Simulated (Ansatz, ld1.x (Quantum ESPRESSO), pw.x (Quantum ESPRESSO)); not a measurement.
calcium (Ca): one change to the ultrasoft potential, in the atom and in the bcc crystal

ld1.x (Quantum ESPRESSO) 7.5 input, shortened:

```
&input
   title='Ca', zed=20., rel=1, dft='PBE', iswitch=3,
   config='[Ar] 3d0 4s0 4p0'
 /
 &inputp
   pseudotype=3, tm=.true., lloc=-1, rcloc=2.50,
   nlcc=.true., new_core_ps=.true., rcore=1.60,
   which_augfun='PSQ', rmatch_augfun=1.50
 /
6
3S  1  0   2.00   0.00  1.50  1.80  0.0
4S  2  0   0.00   0.00  1.50  1.80  0.0
3P  2  1   6.00   0.00  1.65  1.75  0.0
4P  3  1   0.00   0.00  1.65  1.75  0.0
3D  3  2   0.00   0.00  2.15  2.90  0.0
3D  3  2   0.00   0.85  2.15  2.90  0.0
 &test
   configts(1)='3s2 3p6 3d0 4s0 4p0'
 /
```

Change: core correction Bessel-smoothed model core inside 0.94 bohr.

Cutoffs, loose and tight: the cutoffs (Ry, on a coarse ladder) from which the occupation-weighted sum of valence levels, in a spherical-Bessel basis at the reference potential, stays within 10 and 1 mRy of its value at 400 Ry. They do not see the model core or the augmentation charge, which bear on the density cutoff. Test errors are all-electron minus pseudo excitation energies from the reference, over the configurations 3s2 3p6 3d0 4s2 4p0; 3s2 3p6 3d0 4s1 4p0; 3s2 3p6 3d0 4s1.5 4p0; 3s2 3p6 3d0 4s1 4p1; 3s2 3p5 3d0 4s2 4p0; 3s2 3p6 3d0 4s0 4p2; 3s1 3p6 3d0 4s2 4p0; variants that change the core or the reference have their own tests.

Crystal test: bcc Ca in pw.x 7.5, no spin, 11³ k-points, Fermi–Dirac smearing 0.01 Ry, cutoffs set for each file from its atomic test. The reference is all-electron LAPW (Ansatz 0.2.0) with the same functional, mesh and smearing; V0 and B0 come from Birch–Murnaghan fits to the pressures at five volumes. Errors are pseudo minus all-electron; Δ is the rms difference of the E(V) curves that follow from these fits, minima aligned, over ±6 % about the mean V0. Mesh and smearing are coarse, so the numbers serve the comparison and aren't converged zero-temperature values; the lattice is a test structure that the element need not adopt.

All-electron: a0 = 4.386 Å (V0 = 42.19 Å³/atom), B0 = 17.2 GPa.

Problem. Does the change bring the crystal closer to the all-electron result?

Solution. The mean pressure error goes from +0.60 to +0.78 GPa, so the change moves the solid further from the all-electron pressures.

| quantity | base | changed |
| --- | --- | --- |
| outcome (atom) | generated | generated |
| cutoff, loose (atom) | 25 Ry | 25 Ry |
| cutoff, tight (atom) | 45 Ry | 45 Ry |
| bound ghosts (atom) | none | none |
| largest test error (meV) (atom) | -29 | -29 |
| cutoffs in pw.x (Ry) | 55/440 | 55/440 |
| a0 (Å) | 4.435 | 4.446 |
| a0 error (%) | +1.11 | +1.37 |
| B0 error (%) | +0.2 | +2.7 |
| Δ (meV/atom) | 5.3 | 6.7 |
| mean pressure error (GPa) | +0.60 | +0.78 |

Base: This is a poor potential for the solid. Changed file: This is a poor potential for the solid. The atomic cutoffs weigh occupied waves only.
